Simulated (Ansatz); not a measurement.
# The O2 molecule under r²SCAN: geometry and energy in a box

Aim: take the O2 molecule, relax it, solve it once more at the final geometry, then switch on spin-orbit coupling. The start is a triplet.

Program: Ansatz 0.2.0. Level of theory: DFT r2SCAN, plane waves (500 eV) with PAW, scalar-relativistic; PAW files made under PBE, frozen cores solved again for the functional. These are calculated values, not measurements.

### 1 The system as given

A box of 12.0 × 12.3 × 12.6 Å, with unequal sides, keeps the periodic images far apart.

Coordinates:

```xyz
2
Lattice="12.0000 0.0000 0.0000 0.0000 12.3000 0.0000 0.0000 0.0000 12.6000" Properties=species:S:1:pos:R:3 pbc="T T T"
O     6.0000    6.1500    5.6900
O     6.0000    6.1500    6.9100
```

Starting moments (μB): +1 ×2.

### 2 Relaxing the bond

input.yaml

```yaml
crystal:
  lattice:
    - [12.0, 0.0, 0.0]
    - [0.0, 12.3, 0.0]
    - [0.0, 0.0, 12.6]
  atoms:
    - { symbol: O, position: [0.5, 0.5, 0.4515873016], spin: 1.0 }
    - { symbol: O, position: [0.5, 0.5, 0.5484126984], spin: 1.0 }
hamiltonian:
  xc: r2scan
  pseudopotentials:
    kind: paw
    azcp:
      O: "pseudopotentials/O.paw.azcp"
basis:
  ecutwfc: 500
  fft_grid_basis: typed
kpoints:
  mp_grid: { grid: [1, 1, 1], shift: [0, 0, 0] }
magnetization:
  spin_polarized: true
scf:
  occupations: { method: fermi_dirac, width: 0.01 }
relax:
  max_steps: 60
  f_tol: 0.01
```

Command:

```
> ansatz run input.yaml --threads 10 --pin off --max-ram 40960MiB --backend cpu --events-out ev --progress --plain --runs-dir out
```

After this run come: Single point at the final geometry; With spin-orbit coupling.

What does the calculation give? Wanted: HOMO-LUMO gap; magnetic state; HOMO-LUMO gap with spin-orbit coupling; magnetic state with spin-orbit coupling.

The runs gave:

```
                               quantity                 value
                            bond length               1.206 Å
                          HOMO-LUMO gap               3.41 eV
                         magnetic state  total moment 2.00 μB
 HOMO-LUMO gap with spin-orbit coupling               3.38 eV
magnetic state with spin-orbit coupling  total moment 2.00 μB
```

**Reading.** The bond relaxes to 1.206 Å. It carries a total moment of 2.00 μB. The spin-orbit run has a gap of 3.38 eV against 3.41 eV. The total energy of the spin-orbit run lies +30 meV/atom from the scalar one; mesh and treatment of the core enter this figure, so it is no spin-orbit energy.
